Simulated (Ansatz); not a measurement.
Space group Im-3m (No. 229). a = 3.235 Å, b = 3.235 Å, c = 3.235 Å, α = 90.00°, β = 90.00°, γ = 90.00°
```
atom site symmetry x y z
  Al    2a m-3m  0.0000  0.0000  0.0000
```

Equation of state of this Al structure (not necessarily the ground state), with shape and atoms relaxed at each volume where symmetry leaves them free. It has no gap at any of these volumes. All numbers below come from DFT PBE, scalar-relativistic, plane waves, PAW in Ansatz.

Cutoff 420 eV; k points 18×18×18 on the computed 1-atom cell (Γ-centred); Gaussian smearing, width 0.10 eV; no spin polarisation.

```
V (Å³/atom) E − E(largest V) (meV/atom) P (GPa)
     14.896                        35.82    11.62
     15.404                         4.87     8.01
     15.912                       -15.64     4.95
     16.420                       -27.20     2.32
     16.928                       -30.95     0.04
     17.436                       -27.93    -1.91
     17.943                       -19.13    -3.56
     18.621                         0.00    -5.36
```

Task: Fit a third-order Birch–Murnaghan equation to E(V).

Result: V0 = 16.94 Å³/atom, B0 = 70 GPa, B0' = 4.0.

This bcc form isn't the element's structure at ambient conditions.